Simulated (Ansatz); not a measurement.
MnO: changing the Hubbard U on Mn d

The cell as given:

```cif
data_structure
_symmetry_space_group_name_H-M 'Fm-3m'
_symmetry_Int_Tables_number 225
_cell_length_a 4.4440
_cell_length_b 4.4440
_cell_length_c 4.4440
_cell_angle_alpha 90.000
_cell_angle_beta 90.000
_cell_angle_gamma 90.000
_cell_volume 87.77
loop_
_atom_site_label
_atom_site_type_symbol
_atom_site_symmetry_multiplicity
_atom_site_Wyckoff_symbol
_atom_site_fract_x
_atom_site_fract_y
_atom_site_fract_z
_atom_site_occupancy
Mn1 Mn 4 a 0.00000 0.00000 0.00000 1
O1 O 4 b 0.50000 0.00000 0.00000 1
```

The cell comes from a database or a generator and needn't be the form met in nature.

Kept alike: task relaxation of cell and atoms; functional PBE; k mesh 7 × 7 × 7; occupations fermi-dirac, width 0.05 eV; collinear spin, ferromagnetic start. Program: Ansatz, Ansatz PAW, cutoff 420 eV. The mesh is that of the run's cell of 2 atoms. No spin-orbit coupling.

| run | volume (Å³/atom) | largest site moment (μB) |
| --- | --- | --- |
| A | 11.485 | 4.27 |
| B | 10.874 | 3.99 |
| C | 11.979 | 4.40 |
| D | 11.815 | 4.37 |
| E | 11.651 | 4.32 |
| F | 11.733 | 4.35 |
| G | 11.568 | 4.30 |

The relaxations keep at least the cell's symmetry (Fm-3m). Relaxations stop with a little pressure left, so the last digits of a volume or edge aren't settled. The measured crystal is an antiferromagnetic insulator; a metallic or parallel state is the runs' own. Ansatz's relaxations hold a Pulay term in the stress (up to 0.6 GPa here). How U acts hangs on the program's projectors. The runs hold the magnetic state that their start led to, which needn't be the lowest. Site moments count inside each atom's sphere or projector. U is the effective U - J on orthogonalised atomic projectors. Double counting: fully localised limit (the default).

Problem. The runs differ in the Hubbard U on Mn d alone: 0; 2; 3; 4; 5; 6; 8 eV. Which run is which?

Solution. Run A is 2 eV; run B is 0 eV; run C is 8 eV; run D is 6 eV; run E is 4 eV; run F is 5 eV; run G is 3 eV. The volume rises from 10.874 to 11.979 Å³/atom between 0 and 8 eV. The largest site moment rises from 3.99 to 4.40 μB between 0 and 8 eV. U favours whole occupations of the shell, which as a rule raises the local moment. Its step between 0 and 2 is the steepest for its width, which can mark a change of electronic state.
